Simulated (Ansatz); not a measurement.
The calculation used Ansatz, DFT PBE, scalar-relativistic, plane waves, PAW. All cells share a 420 eV cutoff and Γ-centred k meshes spaced at most about 0.3 Å⁻¹ (about 0.25 or finer for metals, 2π included). No spin polarisation.

All energies are static (0 K, no zero-point motion).

Two forms of Mg7Te were relaxed alike.

A.

```
Mg Te
1.0
     0.00000    4.55185    4.55185
     4.55185    0.00000    4.55185
     4.55185    4.55185    0.00000
Mg Te
7 1
Direct
  0.50000 0.00000 0.50000
  0.50000 0.00000 0.00000
  0.50000 0.50000 0.00000
  0.00000 0.50000 0.00000
  0.00000 0.50000 0.50000
  0.00000 0.00000 0.50000
  0.00000 0.00000 0.00000
  0.50000 0.50000 0.50000
```

B.

```
Mg Te
1.0
    -3.62442    3.62442    3.62442
     3.62442   -3.62442    3.62442
     3.62442    3.62442   -3.62442
Mg Te
7 1
Direct
  0.00000 0.50000 0.00000
  0.50000 0.50000 0.00000
  0.50000 0.00000 0.00000
  0.50000 0.00000 0.50000
  0.50000 0.50000 0.50000
  0.00000 0.50000 0.50000
  0.00000 0.00000 0.50000
  0.00000 0.00000 0.00000
```

**Question.** Which would you expect to be lower, and how large is the difference?

**Answer.** A is lower, by 85 meV/atom. A has Mg and Te ordered on fcc sites, space group Fm-3m (No. 225), 23.6 Å³/atom and no gap on its mesh; B has Mg and Te ordered on bcc sites, space group Im-3m (No. 229), 23.8 Å³/atom and no gap. Counting Mg atoms around Te (those within 1.25 times the shortest such distance or 1.15 times the sum of covalent radii; a plus sign parts nearer from farther groups), A has Te 12 and B has Te 8+6. In A, Mg on a site of symmetry mmm is surrounded by 10 Mg at 3.22 Å and 2 Te at 3.22 Å; Mg on a site of symmetry m-3m is surrounded by 12 Mg at 3.22 Å; Te is surrounded by 12 Mg at 3.22 Å. In B, Mg on a site of symmetry -3m is surrounded by 2 Te at 3.14 Å, 6 Mg at 3.14 Å and 6 Mg at 3.62 Å; around Mg on a site of symmetry 4/mmm lie 8 Mg at 3.14 Å, 2 Te at 3.62 Å and 4 Mg at 3.62 Å; Te is surrounded by 8 Mg at 3.14 Å and 6 Mg at 3.62 Å. Both come from invented guesses.

Spin–orbit coupling, which can matter for Te, is left out. Cells relaxed within their symmetry can be saddle points.

The close-packed arrangement A is favoured by 85 meV/atom, although B has the shorter nearest Mg–Te contacts and the two volumes are almost equal. The shortest Mg–Te distance therefore does not set the order. A likely contribution comes from the magnesium host: elemental Mg prefers close packing to bcc, and with so little Te the metal framework should carry much of the cohesion. How much comes from the host and how much from the different Te surroundings cannot be separated from these totals.

The absence of a gap in both forms fits the electron count, since Te can take up only a small part of the Mg valence electrons and the rest remain in metallic states. In both cells the Mg–Te contacts are well beyond the usual bond length in MgTe, which suggests that fixed lattice sites suit the strongly polar Mg–Te interaction poorly. The preference for A is thus only relative, and separation into Mg and MgTe, the expected outcome at this composition, remains untested.
